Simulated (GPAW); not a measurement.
PtSe2 (Sudovikovite):

```
Pt Se
1.0
     3.72400    0.00000    0.00000
    -1.86200    3.22508    0.00000
     0.00000    0.00000    5.06200
Pt Se
1 2
Direct
  0.00000 0.00000 0.00000
  0.66667 0.33333 0.75000
  0.33333 0.66667 0.25000
```

Base run:

```yaml
Program: GPAW 26.7.0
Functional: LDA
Potentials_or_basis: the program's PAW data sets (release 1.2.1) made for this functional, other valence
Cutoff: 600 eV
Basis: pw
k_mesh: 6 × 6 × 4
Occupations: fermi-dirac, width 0.05 eV
Spin: no spin polarisation
```

Its results: pressure 0.1 GPa; largest force 0.299 eV/Å.

Q: The run is repeated on the same cell with these changes: potentials or basis from the program's PAW data sets (release 1.2.1) made for this functional, other valence to PAW data sets generated in the run's folder for this functional; valence electrons from 22 to 28. What comes out?

A: Pressure -0.7 GPa; largest force 0.186 eV/Å.
